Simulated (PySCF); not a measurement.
Identify the unknown among the candidates.

All candidates are C6H15N.

- Rotational structure: rotational constants A, B, C: 4.158, 1.484, 1.467 GHz [PBE0-D3(BJ)/def2-SVP]
- Polarisability: 85.6 au [PBE0/def2-SVPD]
- UV, first state: lowest singlet excitation: 5.82 eV (213 nm, f = 0.005) [TDDFT PBE0/def2-SVPD]
- Dipole: 0.83 D [PBE0/def2-SVPD]

Electronic properties: PySCF, gas phase, density fitting. Levels stand in brackets. One conformer (not necessarily the lowest) at the PBE0-D3(BJ)/def2-SVP geometry, without solvent, vibrations or thermal averaging.

Problem. Which candidate is it?
A. `CNCC(C)(C)C`
B. `CC(C)[C@H](C)CN`
C. `CCN(CC)CC`

Solution. A. It is `CNCC(C)(C)C`. Numbering: `[CH3:1][NH:2][CH2:3][C:4]([CH3:5])([CH3:6])[CH3:7]`. Its formula, C6H15N, gives 0 degrees of unsaturation, so no ring and no π bond. By its constants the optimised geometry is a nearly prolate symmetric top.

The others, at the same levels:
- `CC(C)[C@H](C)CN` fails: its computed lowest singlet excitation is 6.19 eV (200 nm, f = 0.010) (against 5.82 eV), rotational constant A is 3.085 GHz (against 4.158 GHz) and smallest rotational constant is 1.573 GHz (against 1.467 GHz).
- `CCN(CC)CC` fails: its computed lowest singlet excitation is 5.54 eV (224 nm, f = 0.018) (against 5.82 eV), rotational constant A is 2.809 GHz (against 4.158 GHz) and smallest rotational constant is 1.359 GHz (against 1.467 GHz).

Each candidate is one conformer, not necessarily the lowest. Dipoles, sizes and rotational constants follow the conformer. The torsions of the flexible species, by atom-mapped SMILES:
- `[CH3:1][NH:2][CH2:3][C:4]([CH3:5])([CH3:6])[CH3:7]`: C1–N2–C3–C4 174°, N2–C3–C4–C5 180°
- `[CH3:1][CH:2]([CH3:3])[C@H:4]([CH3:5])[CH2:6][NH2:7]`: C1–C2–C4–C5 -71°, C2–C4–C6–N7 -57°, H–N7–C6–C4 -70°, H–N7–C6–C4 172°
- `[CH3:1][CH2:2][N:3]([CH2:4][CH3:5])[CH2:6][CH3:7]`: C1–C2–N3–C4 69°, C2–N3–C4–C5 150°, C2–N3–C6–C7 -60°
